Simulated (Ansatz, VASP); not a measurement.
AlN in VASP and in Ansatz

```
Al N
1.0
     3.10670    0.00000    0.00000
    -1.55335    2.69048    0.00000
     0.00000    0.00000    4.95345
Al N
2 2
Direct
  0.33333 0.66667 0.99972
  0.66667 0.33333 0.49972
  0.33333 0.66667 0.38228
  0.66667 0.33333 0.88228
```

Alike in both runs: functional r2SCAN; k mesh 8 × 8 × 5; no spin polarisation.

Ansatz relaxed the structure, and its values are those at the end. VASP's run is a single point on that final structure, the one shown.

```csv
,VASP,Ansatz
version,VASP 6.6.1,Ansatz 0.2.0
potentials or method,"VASP PAW PBE potentials, release 64 (Al, N)","scalar-relativistic, plane waves, PAW"
plane-wave cutoff (eV),520,500
occupations,"gaussian, width 0.01 eV",fixed
valence electrons in the cell,16,16
```

```tsv
	VASP	Ansatz	Ansatz less VASP
gap on the k mesh at the Fermi level (eV)	4.94	4.90	-0.041
least direct gap on the mesh (eV)	4.94	4.90	-0.041
pressure (GPa)	0.6	1.0	+0.39
```

Ansatz warned: «stress_scf_threshold_loose».

Caveats: the PAW data sets were made with another functional, which shifts forces and pressure a little (VASP). r2SCAN opens gaps a little over a GGA but as a rule still falls short of measured ones.
